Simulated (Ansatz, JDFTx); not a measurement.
Given: the input of a run of JDFTx 1.7.0 (patched build) on Se (Selenium). 

Se.in

```
lattice \
    8.2509222053    -4.1254611027     0.0000000000 \
    0.0000000000     7.1455082345     0.0000000000 \
    0.0000000000     0.0000000000     9.3609473309
coords-type Lattice
ion Se     0.7746000000     0.7746000000     0.0000000000 1
ion Se     0.0000000000     0.2254000000     0.6666666667 1
ion Se     0.2254000000     0.0000000000     0.3333333333 1

ion-species pseudo/Se.upf
elec-cutoff 43 344
elec-ex-corr gga-PBE
kpoint-folding 5 5 4
elec-smearing Fermi 0.0018374661
elec-n-bands 32
electronic-SCF nIterations 100 energyDiffThreshold 1e-09
electronic-minimize nIterations 30 energyDiffThreshold 1e-7
converge-empty-states yes
forces-output-coords Cartesian

dump-name run.$VAR
dump End Ecomponents EigStats BandEigs Kpoints Forces Stress State ElecDensity Dtot KEdensity
```

Potentials or basis: PseudoDojo-SR-PBE-0.5-standard.

Run with:

```console
$ jdftx -c 1 -i Se.in -o Se.out
```

Q: Set up the same calculation for Ansatz 0.2.0. Potentials or basis there: Ansatz PAW, cutoff 420 eV.

A: As run (cutoffs and basis follow the program's own potentials, and thresholds, step limits or extra output files can differ):

input.yaml

```yaml
crystal:
  lattice:
    - [4.3662, 0.0, 0.0]
    - [-2.1831, 3.781240118, 0.0]
    - [0.0, 0.0, 4.9536]
  atoms:
    - { symbol: Se, position: [0.7746, 0.7746, 0.0] }
    - { symbol: Se, position: [0.0, 0.2254, 0.6666666667] }
    - { symbol: Se, position: [0.2254, 0.0, 0.3333333333] }
hamiltonian:
  xc: pbe
  pseudopotentials: { kind: paw }
kpoints:
  mp_grid: { grid: [5, 5, 4] }
scf:
  occupations: { method: fermi_dirac, width: 0.05 }
output:
  forces: true
  stress: true
  eigenvalues: true
```

Potentials or basis: Ansatz PAW.

Run with:

```sh
$ ansatz run input.yaml --threads 2 --pin off --max-ram 5120MiB --backend cpu --events-out ev --progress --plain --runs-dir out
```

Both were run:

|  | JDFTx | Ansatz |
| --- | --- | --- |
| Pressure | 2.8 GPa | 2.8 GPa |
| Largest force | 0.426 eV/Å | 0.404 eV/Å |

Ansatz's pressure holds a Pulay term of +0.01 GPa for its cutoff of 420 eV, which the other run lacks.

Where Ansatz's input types no cutoff or centring, it takes its own default and a Γ-centred mesh.

Pressure is positive in compression.

The k mesh is coarse, so the values aren't converged.
